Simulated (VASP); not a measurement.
# Fe (Fmmm) in VASP: notebook

One crystal, Fe, is run at these levels: PBEsol; tasks: single point.

Program: VASP 6.6.1. These are calculated values, not measurements. Logs are shortened: lines on timing, memory, paths and dates and some standing lists are left out, and cuts for length are marked.

### 1 The structure

Symmetry: Fmmm, No. 69, orthorhombic system. Conventional cell: a = 2.997 Å, b = 3.883 Å, c = 3.930 Å, α = 90.00°, β = 90.00°, γ = 90.00°. Fe (site symmetry mmm) is surrounded by 12 Fe at 2.45 to 2.76 Å.

### 2 Single point, PBEsol, collinear spin, ferromagnetic start

Input file INCAR:

```
  PREC = Accurate
  ENCUT = 450
  EDIFF = 1E-6
  ISMEAR = 1
  SIGMA = 0.2
  LREAL = False
  LASPH = True
  NELM = 100
  ALGO = Normal
  ISIF = 2
  LWAVE = False
  LCHARG = False
  ISPIN = 2
  MAGMOM = 3
  LORBIT = 11
  LMAXMIX = 4
  GGA = PS
  NBANDS = 14
  ADDGRID = False
```

Input file KPOINTS:

```
Automatic mesh
0
Gamma
  9 9 9
```

Input file POSCAR:

```
Fe
1.0
    0.0000000000      1.9417396906      1.9651051623
    1.4984397099      0.0000000000      1.9651051623
    1.4984397099      1.9417396906      0.0000000000
Fe
1
Direct
    0.0000000000      0.0000000000      0.0000000000
```

Potentials or basis: VASP PAW PBE potentials, release 64 (Fe).

Started as:

```sh
$ cat potpaw_PBE.64/Fe/POTCAR > POTCAR
$ mpirun -np 1 vasp_std > vasp.out
```

OUTCAR:

```text
PREC = Accurate
   ENCUT = 450
   EDIFF = 1E-6
   ISMEAR = 1
   LREAL = False
   LASPH = True
   NELM = 100
   ISIF = 2
   ISPIN = 2
   LORBIT = 11
   GGA = PS

 Found    125 irreducible k-points:

 Following reciprocal coordinates:
            Coordinates               Weight
  0.000000  0.000000  0.000000      1.000000
  0.111111  0.000000 -0.000000      8.000000
  0.222222  0.000000  0.000000      8.000000
  0.333333  0.000000  0.000000      8.000000
  0.444444  0.000000  0.000000      8.000000
  0.111111  0.111111  0.000000      2.000000
   k-points           NKPTS =    125   k-points in BZ     NKDIM =    125   number of bands    NBANDS=     14
   number of dos      NEDOS =    301   number of ions     NIONS =      1
   total plane-waves  NPLWV =   6480
   dimension x,y,z NGX =    20 NGY =   18 NGZ =   18
   dimension x,y,z NGXF=    40 NGYF=   36 NGZF=   36
   ions per type =               1
   NGX,Y,Z   is equivalent  to a cutoff of  12.04, 12.11, 12.20 a.u.
   NGXF,Y,Z  is equivalent  to a cutoff of  24.07, 24.22, 24.40 a.u.
 SYSTEM =  unknown system
   PREC   = accura    normal or accurate (medium, high low for compatibility)
   ISTART =      0    job   : 0-new  1-cont  2-samecut
   ICHARG =      2    charge: 1-file 2-atom 10-const
   ISPIN  =      2    spin polarized calculation?
   LNONCOLLINEAR =      F non collinear calculations
   LSORBIT =      F    spin-orbit coupling
   LASPH  =      T    aspherical Exc in radial PAW
   ENCUT  =  450.0 eV  33.07 Ry    5.75 a.u.   4.78  4.27  4.24*2*pi/ulx,y,z
   NELM   =    100;   NELMIN=  2; NELMDL= -5     # of ELM steps
   EDIFF  = 0.1E-05   stopping-criterion for ELM
   LREAL  =      F    real-space projection
   EDIFFG = 0.1E-04   stopping-criterion for IOM
   NSW    =      0    number of steps for IOM
   IBRION =     -1    ionic relax: 0-MD 1-quasi-New 2-CG
   NFREE  =      0    steps in history (QN), initial steepest desc. (CG)
   ISIF   =      2    stress and relaxation
   ISYM   =      2    0-nonsym 1-usesym 2-fastsym
   POTIM  = 0.5000    time-step for ionic-motion
   TEBEG  =    0.0;   TEEND  =   0.0 temperature during run
   PSTRESS=    0.0 pullay stress
   NELECT =       8.0000    total number of electrons
   NUPDOWN=      -1.0000    fix difference up-down
   EMIN   =  10.00;   EMAX   =-10.00  energy-range for DOS
   EFERMI =   0.00;   METHOD = LEGACY
   ISMEAR =     1;   SIGMA  =   0.20  broadening in eV -4-tet -1-fermi 0-gaus
   EFERMI_NEDOS =   21; number of points for ismear=-14 and -15
   IALGO  =     38    algorithm
   IMIX   =      4    mixing-type and parameters
     AMIX     =   0.40;   BMIX     =  1.00
     AMIX_MAG =   1.60;   BMIX_MAG =  1.00
  volume/ion in A,a.u.               =      11.44        77.17
  Fermi-wavevector in a.u.,A,eV,Ry     =   1.453303  2.746344 28.736719  2.112089
  Thomas-Fermi vector in A             =   2.570585
   LORBIT       =     11    0 simple, 1 ext, 2 COOP (PROOUT), +10 PAW based schemes
   GGA     = PS    functional components
   LHFCALC =     F    Hartree Fock is set to
   AEXX    =    0.0000 exact exchange contribution
   IVDW    =     0    specifies the selected vdW correction
   LEPSILON=     F    determine dielectric tensor
   LRPA    =     F    only Hartree local field effects (RPA)
 spin polarized calculation
 Methfessel and Paxton  Order N= 1 SIGMA  =   0.20
  energy-cutoff  :      450.00
  volume of cell :       11.44
 maximum number of plane-waves:       261
   NGX =  9   NGY =  9   NGZ =  9

 number of electron       7.9999998 magnetization       2.1808628

 Free energy of the ion-electron system (eV)
  ---------------------------------------------------
  ext. energy  EPLUGINS =         0.00000000
  ---------------------------------------------------
  free energy    TOTEN  =        -8.88182146 eV

  energy without entropy =       -8.88114806  energy(sigma->0) =       -8.88159699

 E-fermi :   5.5820     XC(G=0): -13.2414

 val. band max:        5.5732169061   @ k =  -0.2222   0.2222   0.3333
 cond. band min:       5.5879836817   @ k =  -0.1111   0.4444   0.3333
 fundamental gap:      0.0147667756
 Fermi energy:         5.5820213137

 spin component 1

 k-point     1 :       0.0000    0.0000    0.0000
  band No.  band energies     occupation
      1      -2.8887      1.00000
      2       3.1570      1.00000
      3       3.2491      1.00000
      4       3.5866      1.00000
      5       4.3110      1.00000
      6       4.7050      1.00000
      7      29.3792      0.00000
      8      30.8540      0.00000
      9      31.1166      0.00000
     10      35.0517      0.00000
     11      36.1088      0.00000
     12      36.3704      0.00000
     13      36.8744      0.00000
     14      36.9646      0.00000

 k-point     2 :       0.1111    0.0000   -0.0000
  band No.  band energies     occupation
      1      -2.3981      1.00000
      2       3.1650      1.00000
      3       3.2404      1.00000
      4       3.7118      1.00000
      5       4.2430      1.00000
      6       4.6555      1.00000
      7      27.1641      0.00000
      8      29.5990      0.00000
      9      30.6132      0.00000
     10      33.7640      0.00000
     11      34.6175      0.00000
     12      35.0461      0.00000
     13      36.9452      0.00000
     14      39.2020      0.00000

 k-point     3 :       0.2222    0.0000    0.0000
  band No.  band energies     occupation
      1      -1.0744      1.00000
      2       2.9718      1.00000
      3       3.0991      1.00000
      4       4.2066      1.00000
      5       4.3442      1.00000
      6       4.6193      1.00000
      7      22.1337      0.00000
      8      27.6218      0.00000
      9      29.8515      0.00000
     10      31.5081      0.00000
     11      33.1566      0.00000
     12      35.1130      0.00000
     13      38.7979      0.00000
     14      42.4146      0.00000

 k-point     4 :       0.3333    0.0000    0.0000
  band No.  band energies     occupation
      1       0.3127      1.00000
      2       2.6560      1.00000
      3       3.5272      1.00000
      4       4.2904      1.00000
      5       4.7126      1.00000
      6       5.2044      1.01128
      7      17.1447      0.00000
      8      25.6830      0.00000
      9      28.2419      0.00000
     10      29.9069      0.00000
     11      32.9541      0.00000
     12      37.1258      0.00000
     13      39.7951      0.00000
     14      47.0636      0.00000

 k-point     5 :       0.4444    0.0000    0.0000
  band No.  band energies     occupation
      1       0.6856      1.00000
      2       2.4520      1.00000
      3       4.2414      1.00000
      4       4.8215      1.00000
      5       5.3885      1.02141
      6       5.8321     -0.03536
      7      13.2985      0.00000
      8      24.5786      0.00000
      9      26.7587      0.00000
     10      29.5800      0.00000
     11      33.1143      0.00000
     12      37.8938      0.00000
     13      41.8893      0.00000
     14      46.3498      0.00000

 k-point     6 :       0.1111    0.1111    0.0000
  band No.  band energies     occupation
      1      -2.3650      1.00000
      2       2.9954      1.00000
      3       3.5126      1.00000
      4       3.5217      1.00000
      5       4.3704      1.00000
      6       4.6209      1.00000
      7      28.2455      0.00000
      8      29.0579      0.00000
      9      29.5224      0.00000
     10      32.5867      0.00000
     11      34.9179      0.00000
     12      35.5214      0.00000
     13      38.3528      0.00000
     14      38.5512      0.00000

 [... further k-points ...]

 spin component 2

 k-point     1 :       0.0000    0.0000    0.0000
  band No.  band energies     occupation
      1      -2.6188      1.00000
      2       4.9904      1.00012
      3       5.1303      1.00318
      4       5.6208      0.33925
      5       6.8276     -0.00000
      6       7.4212     -0.00000
      7      29.2747      0.00000
      8      30.8082      0.00000
      9      31.0998      0.00000
     10      35.4961      0.00000
     11      36.2852      0.00000
     12      37.3644      0.00000
     13      37.5928      0.00000
     14      37.6792      0.00000

 k-point     2 :       0.1111    0.0000   -0.0000
  band No.  band energies     occupation
      1      -2.1248      1.00000
      2       4.9930      1.00013
      3       5.1218      1.00269
      4       5.7336      0.02159
      5       6.7327     -0.00000
      6       7.3583     -0.00000
      7      27.4663      0.00000
      8      29.6314      0.00000
      9      30.7500      0.00000
     10      34.3308      0.00000
     11      35.2847      0.00000
     12      35.7111      0.00000
     13      37.3240      0.00000
     14      39.8945      0.00000

 k-point     3 :       0.2222    0.0000    0.0000
  band No.  band energies     occupation
      1      -0.7580      1.00000
      2       4.8111      1.00000
      3       4.8736      1.00000
      4       6.3910     -0.00000
      5       6.6298     -0.00000
      6       7.2967     -0.00000
      7      22.8040      0.00000
      8      27.7723      0.00000
      9      30.2877      0.00000
     10      32.2072      0.00000
     11      33.7761      0.00000
     12      35.4908      0.00000
     13      39.1846      0.00000
     14      42.9048      0.00000

 k-point     4 :       0.3333    0.0000    0.0000
  band No.  band energies     occupation
      1       0.9658      1.00000
      2       4.4661      1.00000
      3       4.8325      1.00000
      4       6.6829     -0.00000
      5       7.3318     -0.00000
      6       7.3565     -0.00000
      7      18.0819      0.00000
      8      25.8380      0.00000
      9      28.9303      0.00000
     10      30.4364      0.00000
     11      33.6263      0.00000
     12      37.5525      0.00000
     13      40.0480      0.00000
     14      47.4726      0.00000

 k-point     5 :       0.4444    0.0000    0.0000
  band No.  band energies     occupation
      1       1.8837      1.00000
      2       4.2312      1.00000
      3       5.7511     -0.00082
      4       6.7242     -0.00000
      5       7.4570     -0.00000
      6       8.0460     -0.00000
      7      14.5837      0.00000
      8      24.7076      0.00000
      9      27.3761      0.00000
     10      30.1841      0.00000
     11      33.8564      0.00000
     12      38.1618      0.00000
     13      42.2158      0.00000
     14      47.1569      0.00000

 k-point     6 :       0.1111    0.1111    0.0000
  band No.  band energies     occupation
      1      -2.0911      1.00000
      2       4.7980      1.00000
      3       5.4262      0.98450
      4       5.5231      0.73773
      5       6.8949     -0.00000
      6       7.2998     -0.00000
      7      28.4532      0.00000
      8      29.1243      0.00000
      9      29.7456      0.00000
     10      33.4374      0.00000
     11      35.7770      0.00000
     12      35.7775      0.00000
     13      38.7700      0.00000
     14      38.9287      0.00000

 [... further k-points ...]

------------------------ aborting loop because EDIFF is reached ----------------------------------------

  FORCE on cell =-STRESS in cart. coord.  units (eV):
  Direction    XX          YY          ZZ          XY          YZ          ZX
  --------------------------------------------------------------------------------------
  -------------------------------------------------------------------------------------
  Total       -1.1928758     -0.5405318     -0.6997978      0.0000000      0.0000000      0.0000000
  in kB     -167.1320465    -75.7331004    -98.0476310      0.0000000      0.0000000      0.0000000
  external PRESSURE =    -113.6375927 kB  Pullay stress =       0.0000000 kB

 VOLUME and BASIS-vectors are now :
 -----------------------------------------------------------------------------
  energy-cutoff  :      450.00
  volume of cell :       11.44
      direct lattice vectors                 reciprocal lattice vectors
     0.000000000  1.941739691  1.965105162    -0.333680426  0.257501045  0.254439309
     1.498439710  0.000000000  1.965105162     0.333680426 -0.257501045  0.254439309
     1.498439710  1.941739691  0.000000000     0.333680426  0.257501045 -0.254439309

 POSITION                                       TOTAL-FORCE (eV/Angst)
 -----------------------------------------------------------------------------------
      0.00000      0.00000      0.00000         0.000000      0.000000      0.000000
 -----------------------------------------------------------------------------------
    total drift:                                0.000000     -0.000000      0.000000

  FREE ENERGIE OF THE ION-ELECTRON SYSTEM (eV)
  ---------------------------------------------------
  free  energy   TOTEN  =        -8.8818214583 eV

  energy  without entropy=       -8.8811480555  energy(sigma->0) =       -8.88159699

 total charge

# of ion       s       p       d       tot
------------------------------------------
    1        0.488   0.538   6.233   7.259

 magnetization (x)

# of ion       s       p       d       tot
------------------------------------------
    1       -0.013  -0.043   2.224   2.168
```

Run time: 16 s. Hardware: 1 thread of Intel Xeon 6975P-C (Granite Rapids), shared host; peak memory 0.14 GiB.

These settings aren't checked as converged: the numbers below hold their error.

Results:

```
Free energy                                           : -8.8818 eV
Pressure                                              : -11.4 GPa
Band gap on the k mesh                                : none (metal or under the smearing width)
Net moment                                            : 2.18 μB per cell
Site moments                                          : Fe +2.17 μB
Valence electrons inside the program's atomic spheres : Fe 7.26
```

Caveat: the PAW data sets were made with another functional, which shifts forces and pressure a little.

[end of part 1 of 2]
